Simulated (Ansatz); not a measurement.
# SiNi3 (Pm-3m) in Ansatz: a series of runs

One crystal, SiNi3, is run at these levels: PBE; tasks: single point.

All numbers are computed with Ansatz 0.2.0; they aren't measurements. Logs are shortened: lines on timing, memory, paths and dates and some standing lists are left out, and cuts for length are marked.

**1. Starting point**

It takes space group Pm-3m (No. 221, cubic). The conventional cell has a = 3.542 Å, b = 3.542 Å, c = 3.542 Å, α = 90.00°, β = 90.00°, γ = 90.00°. Around Ni (site symmetry 4/mmm) lie 8 Ni at 2.50 Å and 4 Si at 2.50 Å. Si (site symmetry m-3m) has 12 Ni at 2.50 Å as nearest neighbours.

**2. Single point, PBE, collinear spin, ferrimagnetic start**

Input file input.yaml:

```yaml
crystal:
  lattice:
    - [3.542, 0.0, 0.0]
    - [0.0, 3.542, 0.0]
    - [0.0, 0.0, 3.542]
  atoms:
    - { symbol: Ni, position: [0.5, 0.5, 0.0], spin: 1.0 }
    - { symbol: Ni, position: [0.5, 0.0, 0.5], spin: -0.5 }
    - { symbol: Ni, position: [0.0, 0.5, 0.5], spin: 1.0 }
    - { symbol: Si, position: [0.0, 0.0, 0.0] }
hamiltonian:
  xc: pbe
  pseudopotentials: { kind: paw }
magnetization:
  spin_polarized: true
kpoints:
  mp_grid: { grid: [8, 8, 8] }
scf:
  occupations: { method: fermi_dirac, width: 0.05 }
output:
  forces: true
  stress: true
  eigenvalues: true
```

Potentials or basis: Ansatz PAW.

On the command line:

```
$ ansatz run input.yaml --threads 2 --pin off --max-ram 5632MiB --backend cpu --events-out ev --progress --plain --runs-dir out
```

What it wrote:

```text
Warning: RAYON_NUM_THREADS=2 ignored (pool sized by the plan → 2); use --threads N
Engine: ansatz 0.2.0, x86_64-unknown-linux-gnu
Pseudopotentials: kind: paw
Pseudopotential: Ni, paw, valence charge 18, recommended cutoff 420 eV (normal), Ni.paw.azcp
Pseudopotential: Si, paw, valence charge 4, recommended cutoff 420 eV (normal), Si.paw.azcp
Functional definition: PBE
  parameter kappa = 0.804
  parameter beta = 0.06672455060314922
  exchange = pbe_x(kappa = kappa, mu = beta*pi^2/3)
  correlation = pbe_c(beta = beta)
Crystal: 4 atoms, lattice volume = 44.437 Å³
Basis set: ecut = 420 eV, 895 PW (Γ), exchange–correlation on 48×48×48 points (8 copies of the dense FFT grid, shifted against one another)
Bands: 37, of which v1, the nominal top of the filled ones, is band 29 counted from 1 (28 counted from 0)
Symmetry: 16 space group operations
Space group: P4/mmm (ITA 123), of the structure as read, at distance tolerance 3.5e-5 Å
Magnetic group: BNS 123.339 (UNI 999), of the structure as read, at distance tolerance 3.5e-5 Å
k-points: 75 of 512
Non-local potential: Ni, projectors of the file, l = 0: 3, l = 1: 2, l = 2: 3, l = 3: 1
Non-local potential: Si, projectors of the file, l = 0: 2, l = 1: 2, l = 2: 2
PAW form: soft (Blöchl's): semilocal exchange-correlation on the pseudo side does not see the compensation charge
PAW one-centre angular grid: Ni, 590 points (default); XC on 64 Gauss nodes
PAW one-centre angular grid: Si, 110 points (default); XC on 64 Gauss nodes
Initial density: superposition of atomic densities (chi_scale 0.1, normalization cell)
Starting moments: Σ|m| = 2.5 μB on 3 of 4 sites
Initial wavefunctions: pseudopotential atomic-orbital guess
Functional: x = pbe(κ = 0.804, μ = 0.2195149727645171), c = pbe(β = 0.06672455060314922)
iter 1 solved again at ethr=2.08e-3 eV; its pass at ethr=3.10e-3 eV (dr2=1.21e0 eV) is discarded
SCF iter   1: F=—  HF=-18153.412446 eV  |F-HF|=—  |Δ(HF+E_count)|=         —  Δρ=1.04e-1 (↑1.04e-1 ↓7.49e-2)  dr2=1.21e0  dr2_m=2.86e0  M=0.239 μB ∫|m|=0.510 μB  β_m=0.30  ethr=2.08e-3  ⟨swp⟩=1.1  Hψ=26121  notcnv=0
Mixer restart at iter 1: flushing history
preconditioner: auto → Kerker (q_TF=auto, 2.852 Å⁻¹)  [metal: Δε(μ)=0.008 eV  Ē_g=8.070 eV  σ=0.050 eV  W_gap=0.04  n_scr=18 (ndim 8)  ℏωp=32.5 eV  f_vac=0.000  D(μ)=2.94/eV (n_scr^D=26)]
spin=Collinear: Kerker preconditioning applied to the charge; magnetization (m = ρ↑ − ρ↓) channel mixes plain (no charge-response kernel on spin).
SCF iter   2: F=—  HF=-18153.549436 eV  |F-HF|=—  |Δ(HF+E_count)|=   1.37e-1  Δρ=7.44e-2 (↑6.05e-2 ↓7.44e-2)  dr2=4.97e-1  dr2_m=1.73e0  M=0.169 μB ∫|m|=0.371 μB  β_m=0.54  ethr=2.08e-3  ⟨swp⟩=2.0  Hψ=8510  notcnv=0
SCF iter   3: F=—  HF=-18155.674891 eV  |F-HF|=—  |Δ(HF+E_count)|=    2.13e0  Δρ=4.65e-2 (↑3.29e-2 ↓4.65e-2)  dr2=5.14e-1  dr2_m=5.63e-1  M=0.112 μB ∫|m|=0.222 μB  β_m=0.77  ethr=8.58e-4  ⟨swp⟩=2.7  Hψ=9765  notcnv=0  defer=270
SCF iter   4: F=—  HF=-18156.920587 eV  |F-HF|=—  |Δ(HF+E_count)|=    1.25e0  Δρ=2.40e-2 (↑1.95e-2 ↓2.40e-2)  dr2=7.02e-1  dr2_m=2.95e-3  M=0.024 μB ∫|m|=0.052 μB  β_m=0.77  ethr=8.58e-4  ⟨swp⟩=3.0  Hψ=9657  notcnv=0  defer=270
SCF iter   5: F=—  HF=-18156.777035 eV  |F-HF|=—  |Δ(HF+E_count)|=   1.44e-1  Δρ=7.21e-3 (↑7.21e-3 ↓5.44e-3)  dr2=3.28e-2  dr2_m=8.77e-4  M=0.017 μB ∫|m|=0.030 μB  β_m=0.89  ethr=8.58e-4  ⟨swp⟩=2.9  Hψ=9573  notcnv=0  defer=277
SCF iter   6: F=—  HF=-18156.791147 eV  |F-HF|=—  |Δ(HF+E_count)|=   1.41e-2  Δρ=8.08e-3 (↑7.93e-3 ↓8.08e-3)  dr2=6.94e-2  dr2_m=1.05e-4  M=0.008 μB ∫|m|=0.014 μB  β_m=0.89  ethr=5.65e-5  ⟨swp⟩=2.1  Hψ=10672  notcnv=0  defer=277
SCF iter   7: F=—  HF=-18156.782214 eV  |F-HF|=—  |Δ(HF+E_count)|=   8.93e-3  Δρ=1.32e-3 (↑9.38e-4 ↓1.32e-3)  dr2=1.07e-3  dr2_m=1.57e-4  M=0.004 μB ∫|m|=0.007 μB  β_m=0.94  ethr=5.65e-5  ⟨swp⟩=2.0  Hψ=8744  notcnv=0  defer=274
SCF iter   8: F=—  HF=-18156.782394 eV  |F-HF|=—  |Δ(HF+E_count)|=   1.81e-4  Δρ=4.24e-4 (↑1.50e-4 ↓4.24e-4)  dr2=8.88e-5  dr2_m=1.04e-5  M=0.002 μB ∫|m|=0.004 μB  β_m=0.97  ethr=1.85e-6  ⟨swp⟩=2.0  Hψ=8115  notcnv=0  defer=270
SCF iter   9: F=—  HF=-18156.782371 eV  |F-HF|=—  |Δ(HF+E_count)|=   2.36e-5  Δρ=1.28e-4 (↑1.28e-4 ↓7.65e-5)  dr2=1.07e-5  dr2_m=1.35e-6  M=0.001 μB ∫|m|=0.001 μB  β_m=0.99  ethr=1.53e-7  ⟨swp⟩=2.2  Hψ=7813  notcnv=0  defer=270
SCF iter  10: F=—  HF=-18156.782370 eV  |F-HF|=—  |Δ(HF+E_count)|=   7.62e-7  Δρ=6.21e-5 (↑6.21e-5 ↓3.02e-5)  dr2=2.61e-6  dr2_m=1.79e-7  M=0.000 μB ∫|m|=0.001 μB  β_m=0.98  ethr=1.84e-8  ⟨swp⟩=1.2  Hψ=5605  notcnv=0  defer=270
SCF iter  11: F=—  HF=-18156.782370 eV  |F-HF|=—  |Δ(HF+E_count)|=   3.49e-7  Δρ=3.61e-5 (↑3.61e-5 ↓3.55e-5)  dr2=1.68e-6  dr2_m=6.01e-9  M=0.000 μB ∫|m|=0.000 μB  β_m=0.99  ethr=4.51e-9  ⟨swp⟩=2.0  Hψ=7428  notcnv=0  defer=270
SCF iter  12: F=—  HF=-18156.782370 eV  |F-HF|=—  |Δ(HF+E_count)|=   6.29e-8  Δρ=2.14e-5 (↑2.03e-5 ↓2.14e-5)  dr2=5.64e-7  dr2_m=1.07e-9  M=0.000 μB ∫|m|=0.000 μB  β_m=0.82  ethr=2.89e-9  ⟨swp⟩=1.0  Hψ=5555  notcnv=0  defer=270
SCF iter  13: F=—  HF=-18156.782369 eV  |F-HF|=—  |Δ(HF+E_count)|=   8.41e-8  Δρ=4.33e-6 (↑4.33e-6 ↓3.50e-6)  dr2=1.96e-8  dr2_m=1.40e-10  M=0.000 μB ∫|m|=0.000 μB  β_m=0.73  ethr=9.73e-10  ⟨swp⟩=2.0  Hψ=6871  notcnv=0  defer=270
SCF iter  14: F=-18156.782369 eV  HF=-18156.782369 eV  |F-HF|=4.78e-8  |Δ(HF+E_count)|=  2.33e-10  Δρ=6.31e-6 (↑6.27e-6 ↓6.31e-6)  dr2=5.33e-8  dr2_m=8.20e-12  M=0.000 μB ∫|m|=0.000 μB  ethr=3.37e-11  ⟨swp⟩=7.4  Hψ=20992  notcnv=0
SCF 1 converged in 14 iterations: F = -18156.782369 eV  dr2 = 5.33e-8
WARN: the starting moments were not kept: the SCF closed with an absolute magnetisation of 8.9e-6 μB, where they sum to 2.5 μB in size (3 sites). That is at most 0.1 of that sum. Measured as dr2_m measures the in/out step, that magnetisation stands 5.7e-11 eV from none, at or under the dr2_threshold of 1.0e-7 eV: it is no larger than a step whose dr2_m would equal this threshold. The system may hold no moment; this SCF shows only that its start led to no more than that. To try another start: raise the starting moments (crystal.atoms[].spin, magnetization.per_species, magnetization.initial_magnetization, or on a non-collinear deck that types none of these the spinor_matrix: blocks that start its atoms; where the total moment is fixed, keep their sum and leave initial_magnetization as it is; typed ones take the place of any that the run laid by itself, positive ones on a crystal's lanthanoids without a Hubbard term where scf.initial_density.shell_occupations: [] is typed) or, if the notice of its spin-set hold's release reads "site moments contracting" or "site moments show no strong build", lengthen the hold (scf.mixing.spin_hold: { on: { confirm: 4 } }; for m-r²SCAN on two components see the key's manual first). Each may lead to a state that holds a moment. A second SCF, from the converged charge density, with the starting moments and any scf.initial_density.shell_occupations laid on it anew, would have followed, and was not run: the deck does not ask for one (magnetization.retry_lost_moments is false, the default). To let it run, set magnetization.retry_lost_moments: true and run the deck again, where that key's refused combinations let it; where memory then withholds it, that run's warning says so.
SCF converged after 14 iterations
Magnetization: 0.0000 μB (29.0000 up, 29.0000 down)
Absolute magnetization: 0.0000 μB (∫|ρ↑−ρ↓|, with the PAW one-centre terms)
Spin contamination: 0.0000 ħ² per cell (⟨S²⟩ above its minimum at these occupations)
Per-site moments (μB) at R_I (Å): [(2.1990696658568846e-6, 1.0331360403221348), (2.500087484371748e-6, 1.0331360403221348), (2.1990696658216273e-6, 1.0331360403221348), (-3.190328106200475e-7, 1.0331360403221348)]
Free energy (F): -18156.782369 eV
Harris-Foulkes:  -18156.782369 eV  (|F-HF|=4.78e-8)
Internal energy: -18156.763395 eV  (E = F + TS)
E sigma→0 (E₀):  -18156.772882 eV
Entropy (-TS):   -0.018975 eV (-4.744 meV/atom)
Fermi energy:    16.859471 eV
--- Per-component energies (eV) ---
  E_band       = -877.864744
  E_kinetic    = 893.175333
  E_local      = -11767.182412  (includes V_loc(G=0)·N_el)
  E_nonlocal   = 1932.722191
  E_hartree    = 5012.713584
  E_xc         = -311.878491
  E_vxc        = -378.003509  (∫ρ·V_xc dr)
  E_paw        = -5404.748152  (= ΣΔE_a)
  E_vpaw       = -1583.997665  (= ΣTr[D̂ρ^β])
  E_aug_tail   = 0.001307  (compensation charges beyond the density's cutoff)
  E_ewald      = -8511.566755
  E_smearing   = -0.018975  (= −TS)
  E_closure    = 0.000000  (closes the sum)
  Σ components = -18156.782369   (vs F -18156.782369, Δ=0.00e0)
--- Forces (eV/Å), atoms counted from 1 ---
  atom   1  Ni     0.00000000     0.00000000     0.00000000
  atom   2  Ni     0.00000000     0.00000000     0.00000000
  atom   3  Ni     0.00000000     0.00000000    -0.00000000
  atom   4  Si    -0.00000000     0.00000000     0.00000000
  max |Σ_I F_I| component: 7.02e-29 eV/Å
--- Stress (GPa, compression-positive) ---
       -6.016009       0.000000       0.000000
        0.000000      -6.016042       0.000000
        0.000000       0.000000      -6.016009
  P = ⅓ Tr σ = -6.0160 GPa (-60.160 kbar)
--- Band table (eV; the first three rows and the last of 150) ---
  k-point 0 ↑: bands = ["-86.2682", "-86.2371", "-86.2370", "-46.7333", "-46.7333", "-46.7333", "-46.6843", "-46.6842", "-46.6842", "-46.5327", "-46.5327", "-46.5326", "5.1063", "12.1158", "12.9468", "12.9469", "13.4495", "13.4495", "13.4495", "15.3705", "15.3705", "15.3706", "15.9527", "15.9527", "15.9527", "16.2562", "16.2563", "16.5752", "16.8863", "16.8864", "16.8864", "21.3661", "23.0071", "23.0071", "27.1296", "27.1296", "27.1296"]
  k-point 1 ↑: bands = ["-86.2671", "-86.2381", "-86.2370", "-46.7308", "-46.7308", "-46.7300", "-46.6851", "-46.6850", "-46.6844", "-46.5365", "-46.5343", "-46.5342", "5.2843", "12.1161", "12.6968", "13.0718", "13.4303", "13.4303", "13.5002", "15.0602", "15.0602", "15.3154", "15.4893", "16.0913", "16.0913", "16.2445", "16.2587", "16.5033", "16.8865", "17.2255", "17.2256", "21.7085", "22.9778", "23.6072", "26.5212", "26.5212", "26.7243"]
  k-point 2 ↑: bands = ["-86.2642", "-86.2410", "-86.2370", "-46.7242", "-46.7241", "-46.7213", "-46.6876", "-46.6876", "-46.6849", "-46.5464", "-46.5385", "-46.5384", "5.8003", "11.3478", "12.6607", "13.3600", "13.3601", "13.4134", "13.6378", "14.7791", "14.7791", "15.0622", "15.1672", "15.9606", "15.9606", "16.0432", "16.2162", "16.3396", "16.8870", "18.1815", "18.1815", "21.8685", "22.8960", "24.7449", "24.8684", "24.8684", "26.8061"]
  k-point 74 ↓: bands = ["-86.2473", "-86.2473", "-86.2472", "-46.7559", "-46.7558", "-46.7558", "-46.6802", "-46.6361", "-46.6360", "-46.6360", "-46.5028", "-46.5028", "8.8345", "12.7075", "12.7075", "12.7075", "13.1956", "13.1956", "13.1956", "14.7357", "14.7357", "14.7357", "15.4657", "15.4657", "15.4658", "15.6682", "15.6683", "16.4261", "16.6592", "16.6592", "16.6592", "17.9409", "20.7083", "20.7083", "20.7083", "33.1008", "33.1009"]
```

Wall time 32 s (2 threads of Intel Xeon Platinum 8488C (Sapphire Rapids), shared host); peak memory 0.58 GiB.

What came out:

- Free energy: -18156.7824 eV
- Pressure: -6.0 GPa
- Band gap on the k mesh: none (metal or under the smearing width)
- Net moment: 0.00 μB per cell
- Absolute moment: 0.00 μB per cell

Caveat: the starting moments weren't kept.

**3. Single point, PBE, collinear spin, random start**

Changes to input.yaml since step 2:

```diff
@@ -6,5 +6,5 @@
   atoms:
-    - { symbol: Ni, position: [0.5, 0.5, 0.0], spin: 1.0 }
-    - { symbol: Ni, position: [0.5, 0.0, 0.5], spin: -0.5 }
-    - { symbol: Ni, position: [0.0, 0.5, 0.5], spin: 1.0 }
+    - { symbol: Ni, position: [0.5, 0.5, 0.0], spin: 0.63 }
+    - { symbol: Ni, position: [0.5, 0.0, 0.5], spin: -0.78 }
+    - { symbol: Ni, position: [0.0, 0.5, 0.5], spin: 0.95 }
     - { symbol: Si, position: [0.0, 0.0, 0.0] }
```

Potentials or basis: Ansatz PAW.

On the command line:

```
$ ansatz run input.yaml --threads 2 --pin off --max-ram 5632MiB --backend cpu --events-out ev --progress --plain --runs-dir out
```

Run time: 49 s. Hardware: 2 threads of Intel Xeon Platinum 8488C (Sapphire Rapids), shared host; peak memory 0.73 GiB.

Results (log left out):

```
Free energy            : -18156.7824 eV
Pressure               : -6.0 GPa
Band gap on the k mesh : none (metal or under the smearing width)
Net moment             : 0.00 μB per cell
Absolute moment        : 0.00 μB per cell
```

Levels at points of the mesh, in eV from the Fermi level:
Spin up:
```tsv
k point	band 25	band 26	band 27	band 28	band 29	band 30	band 31	band 32	band 33	band 34
(0.00, 0.00, 0.00)	-0.91	-0.60	-0.60	-0.28	0.03	0.03	0.03	4.51	6.15	6.15
(0.00, 0.00, -0.50)	-1.27	-1.25	-1.10	-0.54	0.03	3.47	3.47	4.90	5.14	5.14
(0.00, -0.50, 0.00)	-1.27	-1.25	-1.10	-0.54	0.03	3.47	3.47	4.90	5.14	5.14
(0.00, -0.50, -0.50)	-1.39	-1.39	-1.07	-0.98	-0.91	0.62	0.62	5.39	6.14	7.51
(-0.50, 0.00, 0.00)	-1.27	-1.25	-1.10	-0.54	0.03	3.47	3.47	4.90	5.14	5.14
(-0.50, 0.00, -0.50)	-1.39	-1.39	-1.07	-0.98	-0.91	0.62	0.62	5.39	6.14	7.51
(-0.50, -0.50, 0.00)	-1.39	-1.39	-1.07	-0.98	-0.91	0.62	0.62	5.39	6.14	7.51
(-0.50, -0.50, -0.50)	-1.39	-1.19	-1.19	-0.43	-0.20	-0.20	-0.20	1.08	3.85	3.85
```
Spin down:
```tsv
k point	band 26	band 27	band 28	band 29	band 30	band 31	band 32	band 33
(0.00, 0.00, 0.00)	-0.60	-0.60	-0.28	0.03	0.03	0.03	4.51	6.15
(0.00, 0.00, -0.50)	-1.25	-1.10	-0.54	0.03	3.47	3.47	4.90	5.14
(0.00, -0.50, 0.00)	-1.25	-1.10	-0.54	0.03	3.47	3.47	4.90	5.14
(0.00, -0.50, -0.50)	-1.39	-1.07	-0.98	-0.91	0.62	0.62	5.39	6.14
(-0.50, 0.00, 0.00)	-1.25	-1.10	-0.54	0.03	3.47	3.47	4.90	5.14
(-0.50, 0.00, -0.50)	-1.39	-1.07	-0.98	-0.91	0.62	0.62	5.39	6.14
(-0.50, -0.50, 0.00)	-1.39	-1.07	-0.98	-0.91	0.62	0.62	5.39	6.14
(-0.50, -0.50, -0.50)	-1.19	-1.19	-0.43	-0.20	-0.20	-0.20	1.08	3.85
```

Caveat: the starting moments weren't kept.

**4. Single point, PBE, non-collinear spin, random start**

Input file input.yaml:

```yaml
crystal:
  lattice:
    - [3.542, 0.0, 0.0]
    - [0.0, 3.542, 0.0]
    - [0.0, 0.0, 3.542]
  atoms:
    - { symbol: Ni, position: [0.5, 0.5, 0.0], spin: 0.63, spin_axis: [0.484, 0.09, 0.393] }
    - { symbol: Ni, position: [0.5, 0.0, 0.5], spin: 0.78, spin_axis: [-0.48, -0.194, 0.583] }
    - { symbol: Ni, position: [0.0, 0.5, 0.5], spin: 0.95, spin_axis: [-0.023, 0.34, 0.887] }
    - { symbol: Si, position: [0.0, 0.0, 0.0] }
hamiltonian:
  xc: pbe
  pseudopotentials: { kind: paw }
magnetization:
  noncollinear: true
  spin_orbit: false
kpoints:
  mp_grid: { grid: [6, 6, 6] }
scf:
  occupations: { method: fermi_dirac, width: 0.05 }
output:
  forces: true
  stress: true
  eigenvalues: true
```

On the command line:

```
$ ansatz run input.yaml --threads 2 --pin off --max-ram 5632MiB --backend cpu --events-out ev --progress --plain --runs-dir out
```

Wall time 43 s (2 threads of Intel Xeon Platinum 8488C (Sapphire Rapids), shared host); peak memory 0.65 GiB.

It converged, with:

- Free energy: -18156.7817 eV
- Pressure: -6.0 GPa
- Band gap on the k mesh: none (metal or under the smearing width)
- Net moment: 0.00 μB per cell
- Absolute moment: 0.00 μB per cell

Levels at points of the mesh, in eV from the Fermi level:
| k point | band 55 | band 56 | band 57 | band 58 | band 59 | band 60 | band 61 | band 62 |
| --- | --- | --- | --- | --- | --- | --- | --- | --- |
| (0.00, 0.00, 0.00) | -0.30 | -0.30 | 0.01 | 0.01 | 0.01 | 0.01 | 0.01 | 0.01 |
| (0.00, 0.00, -0.50) | -0.56 | -0.56 | 0.01 | 0.01 | 3.45 | 3.45 | 3.45 | 3.45 |
| (0.00, -0.50, 0.00) | -0.56 | -0.56 | 0.01 | 0.01 | 3.45 | 3.45 | 3.45 | 3.45 |
| (0.00, -0.50, -0.50) | -1.00 | -1.00 | -0.93 | -0.93 | 0.60 | 0.60 | 0.60 | 0.60 |
| (-0.50, 0.00, 0.00) | -0.56 | -0.56 | 0.01 | 0.01 | 3.45 | 3.45 | 3.45 | 3.45 |
| (-0.50, 0.00, -0.50) | -1.00 | -1.00 | -0.93 | -0.93 | 0.60 | 0.60 | 0.60 | 0.60 |
| (-0.50, -0.50, 0.00) | -1.00 | -1.00 | -0.93 | -0.93 | 0.60 | 0.60 | 0.60 | 0.60 |
| (-0.50, -0.50, -0.50) | -0.45 | -0.45 | -0.22 | -0.22 | -0.22 | -0.22 | -0.22 | -0.22 |

Moments on the atoms (μB; x, y, z):
```
Ni  0.00 0.00 0.00
Ni  0.00 0.00 0.00
Ni  0.00 0.00 0.00
Si  0.00 0.00 0.00
```

Caveat: the starting moments weren't kept.

**5. Overview**

```csv
spin,k mesh,gap on the mesh (eV),pressure (GPa),moment (μB)
"collinear, ferrimagnetic start",8 × 8 × 8,none,-6.0,0.00
"collinear, random start",8 × 8 × 8,none,-6.0,0.00
"non-collinear, random start",6 × 6 × 6,none,-6.0,0.00
```

Alike in all rows: task single point; level PBE; potentials or basis Ansatz PAW; cell as given; cutoff (eV) 420; smearing fermi-dirac 0.05 eV.

Every run on the cell as given and a fine mesh finds a metal.

Caveats: the starting moments weren't kept.

Total energies depend on the potentials used, so only differences within one code and one set of settings carry meaning.
